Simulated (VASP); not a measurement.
# VASP 6.6.1 run: SiC

INCAR

```
ISIF = 3
PREC = Accurate
ENCUT = 600
ALGO = All
EDIFFG = -5E-3
LCHARG = .FALSE.
GGA = CA
ISMEAR = -1
NELM = 120
NBANDS = 11
IBRION = 2
LASPH = .TRUE.
NSW = 40
LWAVE = .FALSE.
LREAL = .FALSE.
SIGMA = 0.02
EDIFF = 0.001
```

KPOINTS

```
KPOINTS created by Atomic Simulation Environment
0
Gamma
8 8 8
0 0 0
```

POSCAR

```
Si C
 1.0000000000000000
     2.6443621003327489    0.0000000000000000   -0.0000000000000000
     0.0000000000000000    2.6443621003327489    0.0000000000000000
     0.0000000000000000    0.0000000000000000    2.6443621003327489
 Si  C
   1   1
Cartesian
  0.0000000000000000  0.0000000000000000  0.0000000000000000
  1.3221810501663744  1.3221810501663744  1.3221810501663744
```

The recommended LDA PAW datasets give the neutral cell 8 valence electrons.

Command

```
mpirun -np 1 vasp_std
```

OSZICAR

```
N       E                     dE             d eps       ncg     rms           ort
DAV:   1     0.428198532355E+01    0.42820E+01   -0.53279E+03   385   0.810E+02
DAV:   2    -0.125495646985E+02   -0.16832E+02   -0.16391E+02   385   0.109E+02
DAV:   3    -0.130316989814E+02   -0.48213E+00   -0.47434E+00   385   0.141E+01
DAV:   4    -0.130328201367E+02   -0.11212E-02   -0.11211E-02   385   0.839E-01
DAV:   5    -0.130328226234E+02   -0.24867E-05   -0.24869E-05   385   0.386E-02
SDA:   6    -0.114489999875E+02    0.15838E+01   -0.24869E-05   385   0.273E+01   0.000E+00
SDA:   7    -0.120053138286E+02   -0.55631E+00   -0.14358E+01   385   0.138E+01  -0.189E+01
CGA:   8    -0.124785187593E+02   -0.47320E+00   -0.53708E+00   385   0.624E-01  -0.302E+00
CGA:   9    -0.124985863545E+02   -0.20068E-01   -0.19406E-01   385   0.377E-03   0.322E-02
CGA:  10    -0.124987370739E+02   -0.15072E-03   -0.15088E-03   385   0.464E-04  -0.113E-05
...
   2 F= -.12515726E+02 E0= -.12515395E+02  d E =-.169891E-01
       N       E                     dE             d eps       ncg     rms           ort
SDA:   1    -0.125127361152E+02    0.28152E-02    0.00000E+00   385   0.127E-01   0.000E+00
CGA:   2    -0.125190446832E+02   -0.63086E-02   -0.63015E-02   385   0.556E-03   0.545E-04
CGA:   3    -0.125193553138E+02   -0.31063E-03   -0.31058E-03   385   0.258E-04   0.294E-06
   3 F= -.12519355E+02 E0= -.12519025E+02  d E =-.206182E-01
       N       E                     dE             d eps       ncg     rms           ort
SDA:   1    -0.125193593462E+02   -0.31466E-03    0.00000E+00   385   0.117E-03   0.000E+00
CGA:   2    -0.125194185526E+02   -0.59206E-04   -0.59206E-04   385   0.602E-05  -0.166E-07
   4 F= -.12519419E+02 E0= -.12519091E+02  d E =-.206815E-01
```

From OUTCAR

```
k-points           NKPTS =     35   k-points in BZ     NKDIM =     35   number of bands    NBANDS=     11

   NELECT =       8.0000    total number of electrons

   dimension x,y,z NGX =    24 NGY =   24 NGZ =   24
   dimension x,y,z NGXF=    48 NGYF=   48 NGZF=   48

  energy-cutoff  :      600.00
  volume of cell :       17.67
      direct lattice vectors                 reciprocal lattice vectors
     2.604614625 -0.000000000 -0.000000000     0.383933957 -0.000000000 -0.000000000
     0.000000000  2.604614625 -0.000000000     0.000000000  0.383933957 -0.000000000
     0.000000000  0.000000000  2.604614625     0.000000000  0.000000000  0.383933957

 k-points in reciprocal lattice and weights: KPOINTS created by Atomic Simulation Env
   0.00000000  0.00000000  0.00000000       0.002
   0.12500000  0.00000000  0.00000000       0.012
   0.25000000  0.00000000  0.00000000       0.012
   0.37500000  0.00000000  0.00000000       0.012
   0.50000000  0.00000000  0.00000000       0.006
   0.12500000  0.12500000  0.00000000       0.023
   0.25000000  0.12500000  0.00000000       0.047
   0.37500000  0.12500000  0.00000000       0.047
   ...

 E-fermi :  11.7951

 k-point     1 :       0.0000    0.0000    0.0000
  band No.  band energies     occupation
      1      -6.1019      2.00000
      2      10.6104      2.00000
      3      10.6104      2.00000
      4      10.6104      2.00000
      5      13.8870      0.00000
      6      16.6900      0.00000
      7      16.6900      0.00000
      8      24.8865      0.00000
      9      24.8865      0.00000
     10      24.8865      0.00000
     11      32.2060      0.00000

 k-point     2 :       0.1250    0.0000    0.0000
  band No.  band energies     occupation
      1      -5.7929      2.00000
      2       8.2606      2.00000
      3      10.8309      2.00000
      4      10.8309      2.00000
      5      14.5572      0.00000
      6      16.9998      0.00000
      7      18.5705      0.00000
      8      24.1078      0.00000
      9      24.1078      0.00000
     10      24.7595      0.00000
     11      31.8034      0.00000

 k-point     3 :       0.2500    0.0000    0.0000
  band No.  band energies     occupation
      1      -4.8730      2.00000
      2       4.8031      2.00000
      3      11.4424      2.00000
      4      11.4424      2.00000
      5      15.3474      0.00000
      6      17.9007      0.00000
      7      20.2671      0.00000
      8      22.2413      0.00000
      9      22.2413      0.00000
     10      26.1925      0.00000
     11      29.9164      0.00000

 k-point     4 :       0.3750    0.0000    0.0000
  band No.  band energies     occupation
      1      -3.3764      2.00000
      2       1.6651      2.00000
      3      12.2331      0.00000
      4      12.2331      0.00000
      5      16.3856      0.00000
      6      19.2316      0.00000
      7      19.4417      0.00000
      8      20.3546      0.00000
      9      20.3546      0.00000
     10      26.5710      0.00000
     11      30.0292      0.00000

 k-point     5 :       0.5000    0.0000    0.0000
  band No.  band energies     occupation
      1      -1.8494      2.00000
      2      -0.4204      2.00000
      3      12.6552      0.00000
      4      12.6552      0.00000
      5      17.2806      0.00000
      6      18.4549      0.00000
      7      19.5201      0.00000
      8      19.5201      0.00000
      9      20.1348      0.00000
     10      24.9942      0.00000
     11      31.7468      0.00000

 ...

  Total       -0.0033570     -0.0033570     -0.0033570      0.0000000      0.0000000      0.0000000
  in kB       -0.3043887     -0.3043887     -0.3043887      0.0000000      0.0000000      0.0000000
  external PRESSURE =      -0.3043887 kB  Pullay stress =       0.0000000 kB

 POSITION                                       TOTAL-FORCE (eV/Angst)
 -----------------------------------------------------------------------------------
      0.00000      0.00000      0.00000         0.000000      0.000000      0.000000
      1.30231      1.30231      1.30231        -0.000000      0.000000     -0.000000
 -----------------------------------------------------------------------------------
    total drift:                                0.000000     -0.000000     -0.000000

  FREE ENERGIE OF THE ION-ELECTRON SYSTEM (eV)
  ---------------------------------------------------
  free  energy   TOTEN  =       -12.5194185526 eV

  energy  without entropy=      -12.5187630996  energy(sigma->0) =      -12.51909083
```

```tsv
ionic step	ΔE (meV/atom)	volume (Å³)	largest force (eV/Å)	pressure (GPa)	electronic steps
1	0.0	18.49	0.000	-7.56	10
2	-8.5	17.35	0.000	3.74	4
3	-10.3	17.71	0.000	-0.40	3
4	-10.3	17.67	0.000	-0.03	2
```

It converged. Results: relaxed cell vector lengths 2.605, 2.605, 2.605 Å; relaxed cell volume 17.67 Å³.

For comparison, a separate LDA relaxation on usual settings, not on those above, ends at 17.67 Å³.

The run above took about 3.9 s on one core of a shared host (Intel Xeon 6975P-C) and held 0.13 GiB at most.
